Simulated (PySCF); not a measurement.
**C4H10O (SMILES CC(C)(C)O): levels of theory compared**

Aim: a comparison of 6 runs (HF/STO-3G, HF/3-21G, B2PLYP/6-31G*, B3LYP/6-31G*, wB97M-V/6-31G*, SCS-MP2/6-31G*) of C4H10O. 

The results are computed with PySCF 2.14.0.

1 further run of the same task is left out (set aside as unsound or not needed).

### 1 The system as given

C4H10O: 15 atoms, total charge 0, spin state singlet. As SMILES, `CC(C)(C)O`. Geometry: relaxed at GFN2-xTB. This is one conformer, not always the lowest.

Bond lengths: C1–C2 1.534 Å, C2–C3 1.528 Å, C2–C4 1.534 Å, C2–O5 1.420 Å, C1–H6 1.088 Å, C1–H7 1.090 Å, C1–H8 1.087 Å, C3–H9 1.087 Å, C3–H10 1.086 Å, C3–H11 1.086 Å, C4–H12 1.087 Å, C4–H13 1.088 Å, C4–H14 1.089 Å, O5–H15 0.964 Å. Some angles: C1–C2–C3 110.4°, C1–C2–C4 110.0°, C1–C2–O5 110.0°, C3–C2–C4 110.4°, C3–C2–O5 105.9°, C4–C2–O5 110.0°, C2–C1–H6 109.9°, C2–C1–H7 110.6°, C2–C1–H8 110.4°, C2–C3–H9 109.7°.

### 2 The energy at HF/STO-3G (run 1)

Input file calc.py:

```python
# CC(C)(C)O
from pyscf import gto, scf

system = gto.Mole()
system.atom = '''
C   -1.260270   0.487900   0.513640
C    0.141760   0.208190  -0.041990
C    1.037290  -0.385130   1.045180
C    0.050400  -0.746160  -1.239390
O    0.760570   1.424820  -0.435140
H   -1.198030   1.200250   1.333160
H   -1.903470   0.905730  -0.260350
H   -1.713050  -0.429680   0.879690
H    1.117710   0.313150   1.873750
H    2.032910  -0.556870   0.645640
H    0.627730  -1.324680   1.404840
H   -0.367530  -1.700830  -0.932040
H    1.041100  -0.913280  -1.655770
H   -0.584730  -0.324150  -2.017270
H    0.217610   1.840740  -1.113940
'''
system.verbose = 3
system.max_memory = 1860
system.spin = 0
system.basis = 'sto-3g'
system.build()

mf = scf.RHF(system)
mf.conv_tol = 1e-10
mf.kernel()
if not mf.converged:
    mf = mf.newton().run(mf.mo_coeff, mf.mo_occ)

e_final = mf.e_tot
print(f'total energy: {e_final:.8f} hartree')
```

The run is started by

```bash
$ OMP_NUM_THREADS=1 python calc.py
```

Standard output:

```text
converged SCF energy = -229.296326437128
total energy: -229.29632644 hartree
```

Run time: 1.3 s. Hardware: 1 thread of Intel Xeon at 2.70GHz, shared host; peak memory 0.1 GiB.

### 3 A single-point energy at HF/3-21G (run 2)

Input file input.py:

```python
# CC(C)(C)O
from pyscf import gto, scf

mol = gto.M(
    atom=[
    ('C', (-1.260270, 0.487900, 0.513640)),
    ('C', (0.141760, 0.208190, -0.041990)),
    ('C', (1.037290, -0.385130, 1.045180)),
    ('C', (0.050400, -0.746160, -1.239390)),
    ('O', (0.760570, 1.424820, -0.435140)),
    ('H', (-1.198030, 1.200250, 1.333160)),
    ('H', (-1.903470, 0.905730, -0.260350)),
    ('H', (-1.713050, -0.429680, 0.879690)),
    ('H', (1.117710, 0.313150, 1.873750)),
    ('H', (2.032910, -0.556870, 0.645640)),
    ('H', (0.627730, -1.324680, 1.404840)),
    ('H', (-0.367530, -1.700830, -0.932040)),
    ('H', (1.041100, -0.913280, -1.655770)),
    ('H', (-0.584730, -0.324150, -2.017270)),
    ('H', (0.217610, 1.840740, -1.113940)),
],
    basis='3-21g',
    charge=0,
    spin=0,
    max_memory=1860,
    verbose=3,
)

myscf = scf.RHF(mol)
myscf.conv_tol = 1e-10
myscf.kernel()
if not myscf.converged:
    myscf = myscf.newton().run(myscf.mo_coeff, myscf.mo_occ)

energy = myscf.e_tot
print('E = %.10f Eh' % energy)
```

The run is started by

```bash
$ OMP_NUM_THREADS=1 python input.py
```

Standard output:

```text
converged SCF energy = -230.872846007775
E = -230.8728460078 Eh
```

It took 1.2 s on 1 thread of Intel Xeon at 2.70GHz, shared host; peak memory 0.12 GiB.

Runs 3 to 4 aren't shown in full; the table further down has their settings and results.

### 4 A single-point energy at wB97M-V/6-31G(d) (spherical functions) (run 5)

Input file run.py:

```python
from pyscf import gto, dft

molecule = gto.Mole()
molecule.atom = '''
C     -1.260270     0.487900     0.513640
C      0.141760     0.208190    -0.041990
C      1.037290    -0.385130     1.045180
C      0.050400    -0.746160    -1.239390
O      0.760570     1.424820    -0.435140
H     -1.198030     1.200250     1.333160
H     -1.903470     0.905730    -0.260350
H     -1.713050    -0.429680     0.879690
H      1.117710     0.313150     1.873750
H      2.032910    -0.556870     0.645640
H      0.627730    -1.324680     1.404840
H     -0.367530    -1.700830    -0.932040
H      1.041100    -0.913280    -1.655770
H     -0.584730    -0.324150    -2.017270
H      0.217610     1.840740    -1.113940
'''
molecule.charge = 0
molecule.max_memory = 1860
molecule.verbose = 3
molecule.basis = '6-31g*'
molecule.build()

calc0 = dft.RKS(molecule, xc='wb97m-v')
calc0.nlcgrids.level = 1
calc0.grids.level = 5
calc0.conv_tol = 1e-10
calc0.kernel()
if not calc0.converged:
    calc0 = calc0.newton().run(calc0.mo_coeff, calc0.mo_occ)

e_tot = calc0.e_tot
print('Final energy', e_tot)
```

The run is started by

```bash
$ OMP_NUM_THREADS=1 python run.py
```

Standard output:

```text
converged SCF energy = -233.53852644264
Final energy -233.53852644264038
```

Wall time 3 min (1 thread of Intel Xeon at 2.70GHz, shared host); peak memory 0.52 GiB.

### 5 A single-point energy at SCS-MP2/6-31G(d) (spherical functions) (run 6)

Input file input.py:

```python
from pyscf import gto, mp

mol = gto.Mole()
mol.atom = '''
C     -1.260270     0.487900     0.513640
C      0.141760     0.208190    -0.041990
C      1.037290    -0.385130     1.045180
C      0.050400    -0.746160    -1.239390
O      0.760570     1.424820    -0.435140
H     -1.198030     1.200250     1.333160
H     -1.903470     0.905730    -0.260350
H     -1.713050    -0.429680     0.879690
H      1.117710     0.313150     1.873750
H      2.032910    -0.556870     0.645640
H      0.627730    -1.324680     1.404840
H     -0.367530    -1.700830    -0.932040
H      1.041100    -0.913280    -1.655770
H     -0.584730    -0.324150    -2.017270
H      0.217610     1.840740    -1.113940
'''
mol.charge = 0
mol.max_memory = 1860
mol.verbose = 3
mol.spin = 0
mol.basis = '6-31g*'
mol.build()

hf = mol.RHF()
hf.conv_tol = 1e-10
hf.kernel()
if not hf.converged:
    hf = hf.newton().run(hf.mo_coeff, hf.mo_occ)

pt = mp.MP2(hf, frozen=5).run()
energy = hf.e_tot + 1.2 * pt.e_corr_os + pt.e_corr_ss / 3
print('E = %.10f Eh' % energy)
```

The run is started by

```bash
$ OMP_NUM_THREADS=1 python input.py
```

Standard output:

```text
converged SCF energy = -232.151135415914
E(RMP2) = -232.853476437585  E_corr = -0.702341021670823
E(SCS-RMP2) = -232.845253588725  E_corr = -0.694118172811349
E = -232.8452535887 Eh
```

It took 2.5 s on 1 thread of Intel Xeon at 2.70GHz, shared host; peak memory 0.23 GiB.

### 6 Overview of the runs

| run | level | frozen core orbitals | integration grid | energy (Eh) | dipole moment (D) of the reference | HOMO energy (eV) | LUMO energy (eV) | wall time |
| --- | --- | --- | --- | --- | --- | --- | --- | --- |
| 1 | HF/STO-3G | – | – | -229.296326 | 1.40 | -9.19 | 14.79 | 1.3 s |
| 2 | HF/3-21G | – | – | -230.872846 | 1.80 | -11.26 | 6.43 | 1.2 s |
| 3 | B2PLYP/6-31G* (spherical functions) | 5 | 5 | -233.379845 | 1.55 | -8.94 | 3.36 | 24 s |
| 4 | B3LYP/6-31G* (spherical functions) | – | 5 | -233.665822 | 1.45 | -7.02 | 1.83 | 25 s |
| 5 | wB97M-V/6-31G* (spherical functions) | – | 5 | -233.538526 | 1.47 | -9.74 | 4.07 | 3 min |
| 6 | SCS-MP2/6-31G* (spherical functions) | 5 | – | -232.845254 | 1.66 | -11.53 | 5.59 | 2.5 s |

### 7 Results

```
                                          quantity          value
                               run 6: total energy  -232.84525 Eh
       run 6: dipole moment (Hartree–Fock density)         1.66 D
        run 6: HOMO energy (Hartree–Fock orbitals)      -11.53 eV
        run 6: LUMO energy (Hartree–Fock orbitals)        5.59 eV
      run 6: HOMO–LUMO gap (Hartree–Fock orbitals)       17.12 eV
run 6: correlation energy (5 core orbitals frozen)     -694.1 mEh
```

Over runs 1, 2, 3, 4, 5 the dipole moment (its size) runs from 1.40 D (HF/STO-3G) to 1.80 D (HF/3-21G). Over runs 1, 2, 3, 4, 5 the HOMO–LUMO gap runs from 8.85 eV (B3LYP/6-31G*) to 23.98 eV (HF/STO-3G). The two ends differ in method and basis. Totals of different functionals can't be ranked against each other. In run 1 the basis is minimal, so the values are rough. All runs together took 3.9 min, the longest 3 min.
